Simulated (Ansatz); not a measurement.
Level of theory: DFT PBE, scalar-relativistic, plane waves, PAW in Ansatz. Settings: cutoff 420 eV, Γ-centred meshes spaced at most about 0.3 Å⁻¹ (2π included), Gaussian smearing. No spin polarisation.

Each guess is relaxed in cell and atoms at zero pressure, on a coarse mesh first where it starts far from rest and then on a converged one. The steps can't lower the symmetry of the start, but it can rise. Energies are static (0 K, no zero-point motion).

Two unrelaxed guesses for ZrSi3O8:

A.

```xyz
12
Lattice="4.1159 0.0000 0.0000 0.0000 4.4995 0.0000 0.0000 0.0000 7.2899" Properties=species:S:1:pos:R:3 pbc="T T T"
Zr    0.0000    0.0000    0.0000
Si    0.0000    2.2498    0.0000
Si    2.0579    0.0000    3.6450
Si    2.0579    2.2498    3.6450
O     0.8602    3.3746    6.4880
O     2.9181    1.1249    2.8431
O     3.2556    1.1249    6.4880
O     1.1977    3.3746    2.8431
O     2.9181    3.3746    4.4469
O     0.8602    1.1249    0.8019
O     1.1977    1.1249    4.4469
O     3.2556    3.3746    0.8019
```

B.

```xyz
12
Lattice="3.6275 -5.1300 0.0000 3.6275 5.1300 0.0000 0.0000 0.0000 3.6275" Properties=species:S:1:pos:R:3 pbc="T T T"
Zr    3.6275    0.0000    1.8137
Si    1.8137    2.5650    0.0000
Si    0.0000    0.0000    1.8137
Si    1.8137   -2.5650    0.0000
O     5.4412   -1.2825    1.8137
O     3.6275   -3.8475    0.0000
O     3.6275    1.2825    0.0000
O     1.8137   -1.2825    1.8137
O     5.4412    1.2825    1.8137
O     3.6275   -1.2825    0.0000
O     3.6275    3.8475    0.0000
O     1.8137    1.2825    1.8137
```

Problem. Where do they end, and which end is lower?

Solution. A ends lower, by 0.38 eV/atom. A: P222 at 11.3 Å³/atom → P222 at 14.4 Å³/atom; B: Cmmm at 11.3 Å³/atom → Cmmm at 10.5 Å³/atom. Counting O atoms around Si and Zr (those within 1.25 times the shortest such distance or 1.15 times the sum of covalent radii, 1.27 where that leaves under three; a plus sign parts nearer from farther groups), the end of A has Zr 4, Si 4 and the end of B has Zr 4+4, Si 4. The end of A holds Si–Si chains (shortest 2.53 Å); in the end of B the shortest Si–Si distance is 2.76 Å, near bonding range too. End of A. Conventional cell: a = 5.051 Å, b = 5.822 Å, c = 5.863 Å. Zr has 4 O at 1.97 Å and 2 Si at 2.53 Å; Si on its first site is surrounded by 4 O at 1.65 Å and 2 Zr at 2.53 Å; around O on its first site lie 1 Si at 1.65 Å and 1 Zr at 1.97 Å; 3 more sites not described. End of B. Conventional cell: a = 5.530 Å, b = 10.088 Å, c = 4.519 Å. Zr has 4 O at 2.01 Å, 4 O at 2.62 Å and 2 Si at 2.76 Å; Si on a site of symmetry 2/m is surrounded by 4 O at 1.75–1.82 Å; around O on a site of symmetry m lie 1 Si at 1.71 Å and 1 Zr at 2.01 Å; 3 more sites not described.

Ends held by symmetry can be saddle points. Neither end is the lowest form computed: that has space group C2 (No. 5) and lies 0.45 eV/atom below the better end. Weakly bound directions are ill-defined at this level, which has no dispersion term (P222), and this can change margins and order among such cells. Some candidate types were left out of the draw beforehand, so a known form may be missing.
